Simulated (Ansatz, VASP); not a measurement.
# One calculation of W, two programs

File INCAR:

```
PREC     = Accurate       # precision mode
ENCUT    = 520            # plane-wave cutoff, eV
EDIFF    = 1E-6           # SCF threshold, eV
ISMEAR   = 0              # smearing method
SIGMA    = 0.1            # smearing width, eV
LREAL    = False          # projectors in reciprocal space
LASPH    = True           # aspherical terms in the spheres
NELM     = 80             # most SCF steps
ALGO     = Fast           # electronic algorithm
ISIF     = 2              # what is computed and relaxed
LWAVE    = False          # write WAVECAR
LCHARG   = False          # write CHGCAR
GGA      = PE             # functional
NBANDS   = 21             # bands
```

The input KPOINTS:

```
regular mesh
0
Gamma
  16 16 16
```

POSCAR

```
W
1.0
    3.1835631541      0.0000000000      0.0000000000
    0.0000000000      3.1835631541      0.0000000000
    0.0000000000      0.0000000000      3.1835631541
W
2
Direct
    0.0000000000      0.0000000000      0.0000000000
    0.5000000000      0.5000000000      0.5000000000
```

Input for Ansatz:

```yaml
crystal:
  lattice:
    - [3.1835631541, 0.0, 0.0]
    - [0.0, 3.1835631541, 0.0]
    - [0.0, 0.0, 3.1835631541]
  atoms:
    - { symbol: W, position: [0.0, 0.0, 0.0] }
    - { symbol: W, position: [0.5, 0.5, 0.5] }
basis:
  ecutwfc: 420
kpoints:
  mp_grid: { grid: [16, 16, 16] }
hamiltonian:
  xc: pbe
scf:
  occupations: { method: gaussian, width: 0.1 }
output:
  forces: true
  stress: true
  eigenvalues: true
```

Alike in both runs: task single point; functional PBE; k mesh 16 × 16 × 16; occupations gaussian, width 0.1 eV; no spin polarisation.

|  | VASP | Ansatz |
| --- | --- | --- |
| version | VASP 6.6.1 | Ansatz 0.2.0 |
| potentials or method | VASP PAW PBE potentials, release 64 (W_sv) | scalar-relativistic, plane waves, PAW |
| plane-wave cutoff (eV) | 520 | 420 |
| valence electrons in the cell | 28 | 28 |

|  | VASP | Ansatz | Ansatz less VASP |
| --- | --- | --- | --- |
| gap on the k mesh at the Fermi level (eV) | none | none | - |
| pressure (GPa) | 0.6 | 0.0 | -0.55 |

A gap of «none» marks a metal or a gap that the smearing closes. With one functional, cell and mesh, what is left measures potentials, basis and numerics.

Spin-orbit coupling is left out, which matters for the levels of W.
